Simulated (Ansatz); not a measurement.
# Au (Im-3m) in Ansatz: further runs

One crystal, Au, is run at these levels: PBEsol; tasks: single point, equation of state.

All numbers are computed with Ansatz 0.2.0; they aren't measurements. Logs are shortened: lines on timing, memory, paths and dates and some standing lists are left out, and cuts for length are marked.

## Step 1: The crystal as given

It takes space group Im-3m (No. 229, cubic). Conventional cell: a = 3.315 Å, b = 3.315 Å, c = 3.315 Å, α = 90.00°, β = 90.00°, γ = 90.00°. Around Au (site symmetry m-3m) lie 8 Au at 2.87 Å.

This isn't the form of Au at room conditions, which is fcc.

## Step 2: Single point, PBEsol, 17.11 Å³/atom (volume scaled by 0.94)

Contents of input.yaml:

```yaml
crystal:
  lattice:
    - [-1.6234376908, 1.6234376908, 1.6234376908]
    - [1.6234376908, -1.6234376908, 1.6234376908]
    - [1.6234376908, 1.6234376908, -1.6234376908]
  atoms:
    - { symbol: Au, position: [0.0, 0.0, 0.0] }
hamiltonian:
  xc: pbesol
  pseudopotentials: { kind: paw }
kpoints:
  mp_grid: { grid: [11, 11, 11] }
scf:
  occupations: { method: fermi_dirac, width: 0.05 }
output:
  forces: true
  stress: true
  eigenvalues: true
  write_density: true
  write_potential: true
  elf: true
  volumetric_format: npy
```

Potentials or basis: Ansatz PAW.

Started as:

```sh
$ ansatz run input.yaml --threads 2 --pin off --max-ram 5632MiB --backend cpu --events-out ev --progress --plain --runs-dir out
```

Output:

```text
Warning: RAYON_NUM_THREADS=2 ignored (pool sized by the plan → 2); use --threads N
Engine: ansatz 0.2.0, aarch64-unknown-linux-gnu
Pseudopotentials: kind: paw
Pseudopotential: Au, paw, valence charge 19, recommended cutoff 420 eV (normal), Au.paw.azcp
Functional definition: PBEsol
  exchange = pbesol_x
  correlation = pbesol_c
Crystal: 1 atoms, lattice volume = 17.115 Å³
Basis set: ecut = 420 eV, 321 PW (Γ), exchange–correlation on 40×40×40 points (8 copies of the dense FFT grid, shifted against one another)
Bands: 14, of which v1, the nominal top of the filled ones, is band 10 counted from 1 (9 counted from 0)
Symmetry: 48 space group operations
Space group: Im-3m (ITA 229), of the structure as read, at distance tolerance 2.6e-5 Å
k-points: 56 of 1331
Non-local potential: Au, projectors of the file, l = 0: 3, l = 1: 2, l = 2: 2, l = 3: 1
PAW form: soft (Blöchl's): semilocal exchange-correlation on the pseudo side does not see the compensation charge
PAW frozen core: Au, regenerated for the run's functional, and the local potential with it (the file was generated under x = pbe(κ = 0.804, μ = 0.2195149727645171), c = pbe(β = 0.06672455060314922))
PAW one-centre angular grid: Au, 590 points (default); XC on 64 Gauss nodes
Initial density: superposition of atomic densities (neutral atoms: chi_scale 0, normalization atom), corrected by the library's trained network
Initial wavefunctions: pseudopotential atomic-orbital guess
Functional: x = pbesol(κ = 0.804, μ = 0.12345679012345678), c = pbesol(β = 0.046)
SCF iter   1: F=—  HF=-13007.073205 eV  |F-HF|=—  |Δ(HF+E_count)|=         —  Δρ=5.90e-3  dr2=5.46e-3  ethr=1.77e-3  ⟨swp⟩=4.5  Hψ=3965  notcnv=0
preconditioner: auto → Kerker (q_TF=auto, 2.776 Å⁻¹)  [metal: Δε(μ)=0.047 eV  Ē_g=16.113 eV  σ=0.050 eV  W_gap=0.23  n_scr=12 (ndim 8)  ℏωp=29.8 eV  f_vac=0.000  D(μ)=0.70/eV (n_scr^D=0)]
SCF iter   2: F=—  HF=-13007.072054 eV  |F-HF|=—  |Δ(HF+E_count)|=   1.15e-3  Δρ=2.54e-3  dr2=9.29e-4  ethr=2.87e-5  ⟨swp⟩=1.3  Hψ=1249  notcnv=0
SCF iter   3: F=—  HF=-13007.071813 eV  |F-HF|=—  |Δ(HF+E_count)|=   2.40e-4  Δρ=5.36e-4  dr2=2.10e-5  ethr=4.89e-6  ⟨swp⟩=2.2  Hψ=1013  notcnv=0
SCF iter   4: F=—  HF=-13007.071801 eV  |F-HF|=—  |Δ(HF+E_count)|=   1.26e-5  Δρ=7.08e-5  dr2=4.04e-7  ethr=1.11e-7  ⟨swp⟩=2.2  Hψ=1081  notcnv=0
iter 5 did not close the SCF: its close was put off for the readings that it lacked (scf_convergence_deferred on its scf_iter line)
SCF iter   5: F=-13007.071801 eV  HF=-13007.071801 eV  |F-HF|=2.78e-9  |Δ(HF+E_count)|=   1.05e-7  Δρ=1.17e-5  dr2=1.56e-8  ethr=2.13e-9  ⟨swp⟩=1.4  Hψ=813  notcnv=0
SCF iter   6: F=-13007.071801 eV  HF=-13007.071801 eV  |F-HF|=1.31e-10  |Δ(HF+E_count)|=   4.13e-9  Δρ=2.23e-6  dr2=4.77e-10  ethr=8.20e-11  ⟨swp⟩=5.6  Hψ=3935  notcnv=0
SCF 1 converged in 6 iterations: F = -13007.071801 eV  dr2 = 4.77e-10
SCF converged after 6 iterations
Free energy (F): -13007.071801 eV
Harris-Foulkes:  -13007.071801 eV  (|F-HF|=1.31e-10)
Internal energy: -13007.066394 eV  (E = F + TS)
E sigma→0 (E₀):  -13007.069097 eV
Entropy (-TS):   -0.005407 eV (-5.407 meV/atom)
Fermi energy:    20.179811 eV
--- Per-component energies (eV) ---
  E_band       = -212.463828
  E_kinetic    = 604.686406
  E_local      = -1711.716541  (includes V_loc(G=0)·N_el)
  E_nonlocal   = 77.563830
  E_hartree    = 727.609259
  E_xc         = -226.599495
  E_vxc        = -274.630134  (∫ρ·V_xc dr)
  E_paw        = -9565.700594  (= ΣΔE_a)
  E_vpaw       = -363.588085  (= ΣTr[D̂ρ^β])
  E_aug_tail   = 0.001387  (compensation charges beyond the density's cutoff)
  E_ewald      = -2913.220124
  E_core_change = 0.309479  (= ΣΔE_core)
  E_smearing   = -0.005407  (= −TS)
  E_closure    = -0.000000  (closes the sum)
  Σ components = -13007.071801   (vs F -13007.071801, Δ=0.00e0)
--- Forces (eV/Å), atoms counted from 1 ---
  atom   1  Au    -0.00000000     0.00000000     0.00000000
  max |Σ_I F_I| component: 1.36e-31 eV/Å
--- Stress (GPa, compression-positive) ---
       -0.264269       0.000000       0.000000
        0.000000      -0.264269      -0.000000
       -0.000000      -0.000000      -0.264269
  P = ⅓ Tr σ = -0.2643 GPa (-2.643 kbar)
--- Band table (eV; the first three rows and the last of 56) ---
  k-point 0: bands = ["-85.1590", "-36.4540", "-36.4540", "-36.4540", "10.4541", "15.5006", "15.5006", "15.5006", "17.4439", "17.4439", "36.7315", "36.7315", "36.7315", "44.5556"]
  k-point 1: bands = ["-85.1580", "-36.4720", "-36.4605", "-36.4538", "10.7568", "15.4039", "15.5072", "15.7161", "17.3322", "17.4513", "36.6567", "36.7813", "37.1179", "42.0637"]
  k-point 2: bands = ["-85.1552", "-36.5200", "-36.4780", "-36.4533", "11.5910", "15.1538", "15.5215", "16.3313", "17.1507", "17.4784", "35.0713", "36.2641", "38.1925", "40.2829"]
  k-point 55: bands = ["-85.1356", "-36.6241", "-36.6218", "-36.6218", "13.5960", "13.6213", "18.4166", "18.4166", "18.5350", "25.4448", "26.9504", "26.9504", "30.9205", "36.2113"]
```

It took 0.73 s on 2 threads of Arm Neoverse V1, shared host; peak memory 0.26 GiB.

Results:

* Free energy: -13007.0718 eV
* Pressure: -0.3 GPa
* Band gap on the k mesh: none (metal or under the smearing width)

Caveat: the PAW data sets come from PBE, with cores solved anew for the run's functional, which leaves a small shift of forces and pressure.

## Step 3: Single point, PBEsol, 17.48 Å³/atom (volume scaled by 0.96)

input.yaml, as its differences from that of step 2:

```diff
@@ -2,5 +2,5 @@
   lattice:
-    - [-1.6234376908, 1.6234376908, 1.6234376908]
-    - [1.6234376908, -1.6234376908, 1.6234376908]
-    - [1.6234376908, 1.6234376908, -1.6234376908]
+    - [-1.6348707273, 1.6348707273, 1.6348707273]
+    - [1.6348707273, -1.6348707273, 1.6348707273]
+    - [1.6348707273, 1.6348707273, -1.6348707273]
   atoms:
```

Potentials or basis: Ansatz PAW.

Started as:

```sh
$ ansatz run input.yaml --threads 2 --pin off --max-ram 5632MiB --backend cpu --events-out ev --progress --plain --runs-dir out
```

Run time: 0.73 s. Hardware: 2 threads of Arm Neoverse V1, shared host; peak memory 0.26 GiB.

It converged, with:

```yaml
Free_energy: -13007.0673 eV
Pressure: -3.6 GPa
Band_gap_on_the_k_mesh: none (metal or under the smearing width)
```

Caveat: the PAW data sets come from PBE, with cores solved anew for the run's functional, which leaves a small shift of forces and pressure.

## Step 4: Single point, PBEsol, 17.84 Å³/atom (volume scaled by 0.98)

Contents of input.yaml:

```yaml
crystal:
  lattice:
    - [-1.6461460541, 1.6461460541, 1.6461460541]
    - [1.6461460541, -1.6461460541, 1.6461460541]
    - [1.6461460541, 1.6461460541, -1.6461460541]
  atoms:
    - { symbol: Au, position: [0.0, 0.0, 0.0] }
hamiltonian:
  xc: pbesol
  pseudopotentials: { kind: paw }
kpoints:
  mp_grid: { grid: [11, 11, 11] }
scf:
  occupations: { method: fermi_dirac, width: 0.05 }
output:
  forces: true
  stress: true
  eigenvalues: true
```

Started as:

```sh
$ ansatz run input.yaml --threads 2 --pin off --max-ram 5632MiB --backend cpu --events-out ev --progress --plain --runs-dir out
```

Run time: 0.59 s. Hardware: 2 threads of Arm Neoverse V1, shared host; peak memory 0.26 GiB.

It converged, with:

```yaml
Free_energy: -13007.0559 eV
Pressure: -6.4 GPa
Band_gap_on_the_k_mesh: none (metal or under the smearing width)
```

Caveat: the PAW data sets come from PBE, with cores solved anew for the run's functional, which leaves a small shift of forces and pressure.

## Step 5: Single point, PBEsol, 18.21 Å³/atom

input.yaml, as its differences from that of step 4:

```diff
@@ -2,5 +2,5 @@
   lattice:
-    - [-1.6461460541, 1.6461460541, 1.6461460541]
-    - [1.6461460541, -1.6461460541, 1.6461460541]
-    - [1.6461460541, 1.6461460541, -1.6461460541]
+    - [-1.657269, 1.657269, 1.657269]
+    - [1.657269, -1.657269, 1.657269]
+    - [1.657269, 1.657269, -1.657269]
   atoms:
```

Started as:

```sh
$ ansatz run input.yaml --threads 2 --pin off --max-ram 5632MiB --backend cpu --events-out ev --progress --plain --runs-dir out
```

Run time: 0.6 s. Hardware: 2 threads of Arm Neoverse V1, shared host; peak memory 0.26 GiB.

It converged, with:

```yaml
Free_energy: -13007.0384 eV
Pressure: -8.9 GPa
Band_gap_on_the_k_mesh: none (metal or under the smearing width)
```

Caveat: the PAW data sets come from PBE, with cores solved anew for the run's functional, which leaves a small shift of forces and pressure.

## Step 6: Single point, PBEsol, 18.57 Å³/atom (volume scaled by 1.02)

input.yaml, as its differences from that of step 5:

```diff
@@ -2,5 +2,5 @@
   lattice:
-    - [-1.657269, 1.657269, 1.657269]
-    - [1.657269, -1.657269, 1.657269]
-    - [1.657269, 1.657269, -1.657269]
+    - [-1.6682446112, 1.6682446112, 1.6682446112]
+    - [1.6682446112, -1.6682446112, 1.6682446112]
+    - [1.6682446112, 1.6682446112, -1.6682446112]
   atoms:
```

Potentials or basis: Ansatz PAW.

Started as:

```sh
$ ansatz run input.yaml --threads 2 --pin off --max-ram 5632MiB --backend cpu --events-out ev --progress --plain --runs-dir out
```

It took 0.6 s on 2 threads of Arm Neoverse V1, shared host; peak memory 0.26 GiB.

The run converged. Its results:

* Free energy: -13007.0158 eV
* Pressure: -11.0 GPa
* Band gap on the k mesh: none (metal or under the smearing width)

Caveat: the PAW data sets come from PBE, with cores solved anew for the run's functional, which leaves a small shift of forces and pressure.

## Step 7: Single point, PBEsol, 18.94 Å³/atom (volume scaled by 1.04)

input.yaml, as its differences from that of step 6:

```diff
@@ -2,5 +2,5 @@
   lattice:
-    - [-1.6682446112, 1.6682446112, 1.6682446112]
-    - [1.6682446112, -1.6682446112, 1.6682446112]
-    - [1.6682446112, 1.6682446112, -1.6682446112]
+    - [-1.679077672, 1.679077672, 1.679077672]
+    - [1.679077672, -1.679077672, 1.679077672]
+    - [1.679077672, 1.679077672, -1.679077672]
   atoms:
```

Started as:

```sh
$ ansatz run input.yaml --threads 2 --pin off --max-ram 5632MiB --backend cpu --events-out ev --progress --plain --runs-dir out
```

Run time: 0.6 s. Hardware: 2 threads of Arm Neoverse V1, shared host; peak memory 0.26 GiB.

It converged, with:

```yaml
Free_energy: -13006.9886 eV
Pressure: -12.8 GPa
Band_gap_on_the_k_mesh: none (metal or under the smearing width)
```

Caveat: the PAW data sets come from PBE, with cores solved anew for the run's functional, which leaves a small shift of forces and pressure.

## Step 8: Single point, PBEsol, 19.30 Å³/atom (volume scaled by 1.06)

Contents of input.yaml:

```yaml
crystal:
  lattice:
    - [-1.6897727226, 1.6897727226, 1.6897727226]
    - [1.6897727226, -1.6897727226, 1.6897727226]
    - [1.6897727226, 1.6897727226, -1.6897727226]
  atoms:
    - { symbol: Au, position: [0.0, 0.0, 0.0] }
hamiltonian:
  xc: pbesol
  pseudopotentials: { kind: paw }
kpoints:
  mp_grid: { grid: [11, 11, 11] }
scf:
  occupations: { method: fermi_dirac, width: 0.05 }
output:
  forces: true
  stress: true
  eigenvalues: true
  write_density: true
  write_potential: true
  elf: true
  volumetric_format: npy
```

Started as:

```sh
$ ansatz run input.yaml --threads 2 --pin off --max-ram 5632MiB --backend cpu --events-out ev --progress --plain --runs-dir out
```

Run time: 0.74 s. Hardware: 2 threads of Arm Neoverse V1, shared host; peak memory 0.26 GiB.

Results (log left out):

* Free energy: -13006.9576 eV
* Pressure: -14.4 GPa
* Band gap on the k mesh: none (metal or under the smearing width)

Caveat: the PAW data sets come from PBE, with cores solved anew for the run's functional, which leaves a small shift of forces and pressure.

## Step 9: Equation of state, PBEsol

Potentials or basis: Ansatz PAW.

This step only gathers the single runs of the series.

Results:

```
Equilibrium volume : 17.09 Å³/atom (rough: see the caveat)
Bulk modulus       : 167 GPa (rough)
```

Energy against volume, from the lowest point:
| volume (Å³/atom) | energy (meV/atom) |
| --- | --- |
| 17.115 | 0.00 |
| 17.479 | 4.46 |
| 17.843 | 15.89 |
| 18.207 | 33.35 |
| 18.571 | 56.01 |
| 18.935 | 83.16 |
| 19.299 | 114.20 |

Caveat: the minimum lies outside the volumes run. Spin-orbit coupling is left out, which matters for the levels of Au.
